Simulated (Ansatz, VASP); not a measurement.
## Fe: VASP beside Ansatz

```
CELL_PARAMETERS angstrom
-1.45743 1.45743 1.44300
1.45743 -1.45743 1.44300
1.45743 1.45743 -1.44300
ATOMIC_POSITIONS crystal
Fe 0.00000 0.00000 0.00000
```

Alike in both runs: functional PBE; k mesh 11 × 11 × 11; occupations fermi-dirac, width 0.05 eV; collinear spin.

```csv
,VASP,Ansatz
version,VASP 6.6.1,Ansatz 0.2.0
potentials or method,"VASP PAW PBE potentials, release 64 (Fe)",Ansatz PAW
plane-wave cutoff (eV),520,420
valence electrons in the cell,8,16
task,single point,band structure
```

|  | VASP | Ansatz | Ansatz less VASP |
| --- | --- | --- | --- |
| gap on the k mesh at the Fermi level (eV) | none | none | - |
| pressure (GPa) | -11.7 | -12.0 | -0.36 |
| largest component of the traceless stress (GPa) | 0.57 | 0.63 | +0.059 |
| net moment per atom (μB) | 2.33 | 2.30 | -0.026 |
| size of the moment on the site where the two differ most (μB) | 2.34 | 2.36 | +0.021 |

Site moments also hang on the region over which each program counts them. A gap of «none» marks a metal or a gap that the smearing closes. The two sets of potentials don't hold the same shells in valence.
